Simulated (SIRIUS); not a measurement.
ZrO:

```
Zr O
1.0
     1.82664   -2.91885    0.00000
     1.82664    2.91885    0.00000
     0.00000    0.00000    2.61994
Zr O
1 1
Cartesian
  0.0000 0.0000 0.0000
  1.8266 0.0000 0.0000
```

The cell was built by a generator and needn't be a form met in nature.

Base run:

* Program: SIRIUS 7.10.0
* Functional: revPBE
* Potentials or basis: PseudoDojo 0.4.1 PBE standard (scalar relativistic)
* Cutoff: 1152 eV
* Density cutoff: 4606 eV
* k mesh: 6 × 6 × 7
* Occupations: fermi-dirac, width 0.05 eV
* Spin: no spin polarisation

Its results: band gap on the k mesh none (metal or under the smearing width); pressure 67.9 GPa.

**Question.** After a change of settings the same cell gave: band gap on the k mesh none (metal or under the smearing width); pressure 57.3 GPa. Which change was it?
A. functional from revPBE to LDA; libxc names from ["XC_GGA_X_PBE_R", "XC_GGA_C_PBE"] to ["XC_LDA_X", "XC_LDA_C_PW"]
B. functional from revPBE to PW91; libxc names from ["XC_GGA_X_PBE_R", "XC_GGA_C_PBE"] to ["XC_GGA_X_PW91", "XC_GGA_C_PW91"]
C. functional from revPBE to PBEsol; libxc names from ["XC_GGA_X_PBE_R", "XC_GGA_C_PBE"] to ["XC_GGA_X_PBE_SOL", "XC_GGA_C_PBE_SOL"]
D. functional from revPBE to PBE; libxc names from ["XC_GGA_X_PBE_R", "XC_GGA_C_PBE"] to ["XC_GGA_X_PBE", "XC_GGA_C_PBE"]

**Answer.** A.

Caveats: a pressure of tens of GPa on the cell as given is suspect, and the run, the potentials or the cell itself is likely at fault; the potentials were made for another functional, which shifts forces and pressure.
